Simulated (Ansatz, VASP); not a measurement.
One calculation of LiF, two programs

```
Li F
1.0
     0.00000    1.97475    1.97475
     1.97475    0.00000    1.97475
     1.97475    1.97475    0.00000
Li F
1 1
Direct
  0.00000 0.00000 0.00000
  0.50000 0.50000 0.50000
```

Alike in both runs: task single point; functional r2SCAN; k mesh 10 × 10 × 10; occupations gaussian, width 0.02 eV; no spin polarisation.

|  | VASP | Ansatz |
| --- | --- | --- |
| version | VASP 6.6.1 | Ansatz 0.2.0 |
| potentials or method | VASP PAW PBE potentials, release 64 (Li_sv, F) | scalar-relativistic, plane waves, PAW |
| plane-wave cutoff (eV) | 520 | 500 |
| valence electrons in the cell | 10 | 10 |

|  | VASP | Ansatz | Ansatz less VASP |
| --- | --- | --- | --- |
| gap on the k mesh at the Fermi level (eV) | 10.85 | 10.63 | -0.225 |
| least direct gap on the mesh (eV) | 10.85 | 10.63 | -0.225 |

 A k mesh can miss the band edges. r2SCAN opens gaps a little over a GGA but as a rule still falls short of measured ones.
